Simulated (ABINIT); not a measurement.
Runs of ABINIT 10.8.3 (patched build) on Ru. Symmetry: P6_3/mmc, No. 194, hexagonal system. The conventional cell has a = 2.706 Å, b = 2.706 Å, c = 4.282 Å, α = 90.00°, β = 90.00°, γ = 120.00°. Ru (site symmetry -6m2) is surrounded by 12 Ru at 2.65 to 2.71 Å. 

```csv
task,level,potentials or basis,k mesh,mesh quality,gap on the mesh (eV),pressure (GPa)
band structure,LDA-VWN,JTH PAW LDA v2.0,11 × 11 × 6,not flagged,none,-12.7
single point,PBE,JTH PAW PBE v2.0,4 × 4 × 2,coarse,none,0.4
single point,PBE,JTH PAW PBE v2.0,14 × 14 × 8,not flagged,none,(a)
single point,PBEsol,JTH PAW PBE v2.0,7 × 7 × 4,coarse,none,-5.5
```

Alike in all rows: no spin polarisation; cell as given; cutoff (eV) 408; smearing fermi-dirac 0.05 eV.

Task: Fill in the values left out.

Result: (a) 4.3.

Caveats: some runs use coarse meshes; the PAW data sets were made with another functional, which shifts forces and pressure a little (some runs).

A k mesh can miss the band edges, and the runs leave out spin-orbit coupling on Ru.

A gap of «none» marks a metal or a gap under the smearing width.

Not every run made on this cell is shown here.
